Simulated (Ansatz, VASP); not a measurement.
This is a calculation of BaTiO3 for Ansatz 0.2.0. 

Contents of input.yaml:

```yaml
crystal:
  lattice:
    - [3.9998, 0.0, 0.0]
    - [0.0, 3.9998, 0.0]
    - [0.0, 0.0, 4.018]
  atoms:
    - { symbol: Ba, position: [0.0, 0.0, 0.0] }
    - { symbol: Ti, position: [0.5, 0.5, 0.49] }
    - { symbol: O, position: [0.0, 0.5, 0.517] }
    - { symbol: O, position: [0.5, 0.0, 0.517] }
    - { symbol: O, position: [0.5, 0.5, 0.019] }
hamiltonian:
  xc: pbe
  pseudopotentials: { kind: paw }
kpoints:
  mp_grid: { grid: [7, 7, 7] }
scf:
  occupations: { method: gaussian, width: 0.014 }
output:
  forces: true
  stress: true
  eigenvalues: true
```

Potentials or basis: Ansatz PAW.

Command:

```sh
$ ansatz run input.yaml --threads 2 --pin off --max-ram 5632MiB --backend cpu --events-out ev --progress --plain --runs-dir out
```

Problem. Set up the same calculation for VASP 6.6.1. Potentials or basis there: PBE PAW files Ba_sv, O, Ti_sv, 520 eV.

Solution. As run (cutoffs and basis follow the program's own potentials, and thresholds, step limits or extra output files can differ):

INCAR

```
SYSTEM = BaTiO3
PREC = Accurate
ENCUT = 520
EDIFF = 1E-6
ISMEAR = 0
SIGMA = 0.014
LREAL = .False.
LASPH = .True.
NELM = 80
ALGO = Fast
ISIF = 2
LWAVE = .False.
LCHARG = .True.
GGA = PE
LELF = .True.
LVHAR = .True.
NBANDS = 28
```

The input KPOINTS:

```
regular mesh
0
Gamma
  7 7 7
  0 0 0
```

File POSCAR:

```
BaTiO3
1.0
    3.9998000000      0.0000000000      0.0000000000
    0.0000000000      3.9998000000      0.0000000000
    0.0000000000      0.0000000000      4.0180000000
Ba Ti O
1 1 3
Direct
    0.0000000000      0.0000000000      0.0000000000
    0.5000000000      0.5000000000      0.4900000000
    0.0000000000      0.5000000000      0.5170000000
    0.5000000000      0.0000000000      0.5170000000
    0.5000000000      0.5000000000      0.0190000000
```

Potentials or basis: VASP PAW PBE potentials, release 64 (Ba_sv, Ti_sv, O).

Run with:

```bash
$ cat potpaw_PBE.64/Ba_sv/POTCAR potpaw_PBE.64/Ti_sv/POTCAR potpaw_PBE.64/O/POTCAR > POTCAR
$ mpirun -np 1 vasp_std > vasp.out
```

Both were run:

|  | Ansatz | VASP |
| --- | --- | --- |
| Pressure | 2.4 GPa | 4.2 GPa |
| Largest force | 0.311 eV/Å | 0.273 eV/Å |

Ansatz's pressure holds a Pulay term of +0.54 GPa for its cutoff of 420 eV, which the other run lacks.

Where Ansatz's input types no cutoff or centring, it takes its own default and a Γ-centred mesh.

Pressure is positive in compression.
